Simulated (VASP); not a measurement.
Here is a VASP 6.6.1 calculation.

Contents of INCAR:

```
PREC = Accurate
ENCUT = 520
EDIFF = 1E-7
ISMEAR = -1
SIGMA = 0.05
LREAL = F
LASPH = T
NELM = 80
ALGO = Normal
ISIF = 2
LWAVE = F
LCHARG = F
LMAXMIX = 4
GGA = CA
NBANDS = 15
```

The input KPOINTS:

```
regular mesh
0
Gamma
  10 10 10
```

The input POSCAR:

```
TiC
1.0
    3.0420900000      0.0000000000      0.0000000000
   -1.5210400000      2.6345200000      0.0000000000
    0.0000000000      0.0000000000      2.6979700000
Ti C
1 1
Direct
    0.0000000000      0.0000000000      0.5000000000
    0.3333300000      0.6666700000      0.0000000000
```

KPOINTS_OPT

```
path GMKGALHA,LM,KH
10
line-mode
reciprocal
 0.0000000000  0.0000000000  0.0000000000  G
 0.5000000000  0.0000000000  0.0000000000  M

 0.5000000000  0.0000000000  0.0000000000  M
 0.3333333333  0.3333333333  0.0000000000  K

 0.3333333333  0.3333333333  0.0000000000  K
 0.0000000000  0.0000000000  0.0000000000  G

 0.0000000000  0.0000000000  0.0000000000  G
 0.0000000000  0.0000000000  0.5000000000  A

 0.0000000000  0.0000000000  0.5000000000  A
 0.5000000000  0.0000000000  0.5000000000  L

 0.5000000000  0.0000000000  0.5000000000  L
 0.3333333333  0.3333333333  0.5000000000  H

 0.3333333333  0.3333333333  0.5000000000  H
 0.0000000000  0.0000000000  0.5000000000  A

 0.5000000000  0.0000000000  0.5000000000  L
 0.5000000000  0.0000000000  0.0000000000  M

 0.3333333333  0.3333333333  0.0000000000  K
 0.3333333333  0.3333333333  0.5000000000  H
```

Potentials or basis: VASP PAW LDA potentials, release 64 (Ti_sv, C).

Run with:

```sh
$ cat potpaw_LDA.64/Ti_sv/POTCAR potpaw_LDA.64/C/POTCAR > POTCAR
$ mpirun -np 1 vasp_std > vasp.out
```

(1) What does it give for the pressure?

(2) Estimate the band gap along the path.

Answers

(1) -10.9 GPa.

(2) none (metal or under the smearing width).
